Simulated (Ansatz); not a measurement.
# TiB2 (P6/mmm) in Ansatz: a series of runs

The runs below take TiB2 through single point, with PBE.

All numbers are computed with Ansatz 0.2.0; they aren't measurements. Logs are shortened: lines on timing, memory, paths and dates and some standing lists are left out, and cuts for length are marked.

## (1) The structure

Symmetry: P6/mmm, No. 191, hexagonal system. The conventional cell has a = 3.029 Å, b = 3.029 Å, c = 3.228 Å, α = 90.00°, β = 90.00°, γ = 120.00°. Ti (site symmetry 6/mmm) has 12 B at 2.38 Å as nearest neighbours. B (site symmetry -6m2) has 3 B at 1.75 Å as nearest neighbours.

## (2) Single point, PBE

Contents of input.yaml:

```yaml
crystal:
  lattice:
    - [3.0292, 0.0, 0.0]
    - [-1.5146, 2.6233641531, 0.0]
    - [0.0, 0.0, 3.2284]
  atoms:
    - { symbol: Ti, position: [0.0, 0.0, 0.0] }
    - { symbol: B, position: [0.6666666667, 0.3333333333, 0.5] }
    - { symbol: B, position: [0.3333333333, 0.6666666667, 0.5] }
hamiltonian:
  xc: pbe
  pseudopotentials: { kind: paw }
kpoints:
  mp_grid: { grid: [10, 10, 8] }
scf:
  occupations: { method: gaussian, width: 0.026 }
output:
  forces: true
  stress: true
  eigenvalues: true
```

Potentials or basis: Ansatz PAW.

On the command line:

```console
> ansatz run input.yaml --threads 2 --pin off --max-ram 5632MiB --backend cpu --events-out ev --progress --plain --runs-dir out
```

The log of the run:

```text
Warning: RAYON_NUM_THREADS=2 ignored (pool sized by the plan → 2); use --threads N
Engine: ansatz 0.2.0, x86_64-unknown-linux-gnu
Pseudopotentials: kind: paw
Pseudopotential: Ti, paw, valence charge 12, recommended cutoff 420 eV (normal), Ti.paw.azcp
Pseudopotential: B, paw, valence charge 3, recommended cutoff 420 eV (normal), B.paw.azcp
Functional definition: PBE
  parameter kappa = 0.804
  parameter beta = 0.06672455060314922
  exchange = pbe_x(kappa = kappa, mu = beta*pi^2/3)
  correlation = pbe_c(beta = beta)
Crystal: 3 atoms, lattice volume = 25.655 Å³
Basis set: ecut = 420 eV, 503 PW (Γ), exchange–correlation on 48×48×48 points (8 copies of the dense FFT grid, shifted against one another)
Bands: 13, of which v1, the nominal top of the filled ones, is band 9 counted from 1 (8 counted from 0)
Symmetry: 24 space group operations
Space group: P6/mmm (ITA 191), of the structure as read, at distance tolerance 2.9e-5 Å
k-points: 70 of 800
Non-local potential: Ti, projectors of the file, l = 0: 3, l = 1: 2, l = 2: 3, l = 3: 1
Non-local potential: B, projectors of the file, l = 0: 2, l = 1: 2, l = 2: 1
PAW form: soft (Blöchl's): semilocal exchange-correlation on the pseudo side does not see the compensation charge
PAW one-centre angular grid: Ti, 590 points (default); XC on 64 Gauss nodes
PAW one-centre angular grid: B, 110 points (default); XC on 64 Gauss nodes
Initial density: superposition of atomic densities (neutral atoms: chi_scale 0, normalization atom), corrected by the library's trained network
Initial wavefunctions: pseudopotential atomic-orbital guess
Functional: x = pbe(κ = 0.804, μ = 0.2195149727645171), c = pbe(β = 0.06672455060314922)
SCF iter   1: F=—  HF=-2814.685844 eV  |F-HF|=—  |Δ(HF+E_count)|=         —  Δρ=3.44e-3  dr2=2.30e-3  ethr=1.77e-3  ⟨swp⟩=4.4  Hψ=4288  notcnv=0
preconditioner: auto → none  [metal: Δε(μ)=0.027 eV  Ē_g=8.112 eV  σ=0.026 eV  W_gap=0.44  n_scr=8 (ndim 8)  ℏωp=23.2 eV  f_vac=0.000  D(μ)=1.65/eV (n_scr^D=20)  sad-step TF]
SCF iter   2: F=—  HF=-2814.685201 eV  |F-HF|=—  |Δ(HF+E_count)|=   6.43e-4  Δρ=1.83e-3  dr2=7.70e-4  ethr=1.28e-5  ⟨swp⟩=2.2  Hψ=1818  notcnv=0  defer=1
SCF iter   3: F=—  HF=-2814.685027 eV  |F-HF|=—  |Δ(HF+E_count)|=   1.74e-4  Δρ=1.54e-4  dr2=5.80e-6  ethr=4.28e-6  ⟨swp⟩=2.7  Hψ=1633  notcnv=0  defer=1
SCF iter   4: F=—  HF=-2814.685016 eV  |F-HF|=—  |Δ(HF+E_count)|=   1.17e-5  Δρ=4.57e-5  dr2=4.91e-7  ethr=3.22e-8  ⟨swp⟩=2.6  Hψ=1436  notcnv=0  defer=1
iter 5 did not close the SCF: its close was put off for the readings that it lacked (scf_convergence_deferred on its scf_iter line)
SCF iter   5: F=-2814.685015 eV  HF=-2814.685015 eV  |F-HF|=4.57e-10  |Δ(HF+E_count)|=   1.68e-7  Δρ=6.58e-6  dr2=8.42e-9  ethr=2.73e-9  ⟨swp⟩=2.8  Hψ=1512  notcnv=0  defer=1
SCF iter   6: F=-2814.685015 eV  HF=-2814.685015 eV  |F-HF|=6.09e-11  |Δ(HF+E_count)|=   3.34e-9  Δρ=7.24e-7  dr2=1.24e-10  ethr=4.68e-11  ⟨swp⟩=1.9  Hψ=2752  notcnv=0
SCF 1 converged in 6 iterations: F = -2814.685015 eV  dr2 = 1.24e-10
SCF converged after 6 iterations
Free energy (F): -2814.685015 eV
Harris-Foulkes:  -2814.685015 eV  (|F-HF|=6.09e-11)
Internal energy: -2814.684414 eV  (E = F + TS)
E sigma→0 (E₀):  -2814.684715 eV
Entropy (-TS):   -0.000601 eV (-0.200 meV/atom)
Fermi energy:    15.110494 eV
--- Per-component energies (eV) ---
  E_band       = -93.665985
  E_kinetic    = 376.018444
  E_local      = -787.426981  (includes V_loc(G=0)·N_el)
  E_nonlocal   = 28.806885
  E_hartree    = 333.820597
  E_xc         = -165.110506
  E_vxc        = -202.814018  (∫ρ·V_xc dr)
  E_paw        = -1204.610033  (= ΣΔE_a)
  E_vpaw       = -175.891755  (= ΣTr[D̂ρ^β])
  E_aug_tail   = 0.000100  (compensation charges beyond the density's cutoff)
  E_ewald      = -1396.182920
  E_smearing   = -0.000601  (= −TS)
  E_closure    = -0.000000  (closes the sum)
  Σ components = -2814.685015   (vs F -2814.685015, Δ=0.00e0)
--- Forces (eV/Å), atoms counted from 1 ---
  atom   1  Ti    -0.00000000     0.00000000     0.00000000
  atom   2  B     -0.00000000     0.00000000     0.00000000
  atom   3  B     -0.00000000    -0.00000000     0.00000000
  max |Σ_I F_I| component: 5.55e-17 eV/Å
--- Stress (GPa, compression-positive) ---
        0.329470       0.000000      -0.000000
        0.000000       0.329470      -0.000000
       -0.000000      -0.000000       0.255957
  P = ⅓ Tr σ = 0.3050 GPa (3.050 kbar)
--- Band table (eV; the first three rows and the last of 70) ---
  k-point 0: bands = ["-41.7544", "-18.1019", "-17.8057", "-17.8057", "1.6604", "12.5650", "12.5650", "12.8422", "13.0584", "17.0705", "17.0705", "18.8202", "18.8202"]
  k-point 1: bands = ["-41.7523", "-18.1317", "-17.8034", "-17.8034", "1.8664", "11.3159", "12.7293", "12.7293", "14.3746", "16.5948", "16.5948", "18.4666", "18.4666"]
  k-point 2: bands = ["-41.7471", "-18.2029", "-17.7977", "-17.7977", "2.4336", "9.6408", "13.2107", "13.2107", "15.5591", "15.7922", "15.7922", "17.5568", "17.5568"]
  k-point 69: bands = ["-41.6800", "-18.1970", "-18.0926", "-18.0175", "6.1109", "7.1213", "9.5241", "11.8063", "12.1127", "17.6812", "19.1079", "19.2584", "19.5468"]
```

Wall time 0.62 s (2 threads of Intel Xeon Platinum 8375C at 2.90GHz (Ice Lake), shared host); peak memory 0.37 GiB.

Results:

| Quantity | Value |
| --- | --- |
| Free energy | -2814.6850 eV |
| Pressure | 0.3 GPa |
| Band gap on the k mesh | none (metal or under the smearing width) |

Levels at points of the mesh, in eV from the Fermi level:
| k point | band 5 | band 6 | band 7 | band 8 | band 9 | band 10 | band 11 | band 12 | band 13 |
| --- | --- | --- | --- | --- | --- | --- | --- | --- | --- |
| (0.00, 0.00, 0.00) | -13.45 | -2.55 | -2.55 | -2.27 | -2.05 | 1.96 | 1.96 | 3.71 | 3.71 |
| (0.00, 0.00, -0.50) | -11.52 | -7.55 | -0.49 | -0.49 | -0.11 | -0.11 | 0.49 | 0.49 | 1.71 |
| (0.00, -0.50, 0.00) | -9.31 | -9.18 | -3.21 | -3.16 | -2.21 | 1.40 | 2.80 | 3.28 | 3.42 |
| (0.00, -0.50, -0.50) | -9.69 | -7.49 | -4.58 | -3.77 | -3.09 | 2.55 | 2.98 | 4.53 | 4.65 |

## (3) Single point, PBE

input.yaml: that of step 2 with these lines changed.

```diff
@@ -15,3 +15,3 @@
 scf:
-  occupations: { method: gaussian, width: 0.026 }
+  occupations: { method: gaussian, width: 0.027 }
 output:
```

Potentials or basis: Ansatz PAW.

On the command line:

```console
> ansatz run input.yaml --threads 2 --pin off --max-ram 5632MiB --backend cpu --events-out ev --progress --plain --runs-dir out
```

Run time: 0.59 s. Hardware: 2 threads of Intel Xeon Platinum 8375C at 2.90GHz (Ice Lake), shared host; peak memory 0.37 GiB.

Results (log left out):

```yaml
Free_energy: -2814.6850 eV
Pressure: 0.3 GPa
Band_gap_on_the_k_mesh: none (metal or under the smearing width)
```

Stress tensor (GPa, compression positive):
```
0.33 0.00 0.00
0.00 0.33 0.00
0.00 0.00 0.25
```

Levels at points of the mesh, in eV from the Fermi level:
```
             k point  band 5  band 6  band 7  band 8  band 9  band 10  band 11  band 12  band 13
  (0.00, 0.00, 0.00)  -13.45   -2.55   -2.55   -2.27   -2.05     1.96     1.96     3.71     3.71
 (0.00, 0.00, -0.50)  -11.52   -7.55   -0.49   -0.49   -0.11    -0.11     0.49     0.49     1.71
 (0.00, -0.50, 0.00)   -9.31   -9.18   -3.21   -3.16   -2.21     1.40     2.80     3.28     3.42
(0.00, -0.50, -0.50)   -9.69   -7.49   -4.58   -3.77   -3.09     2.55     2.98     4.53     4.65
```
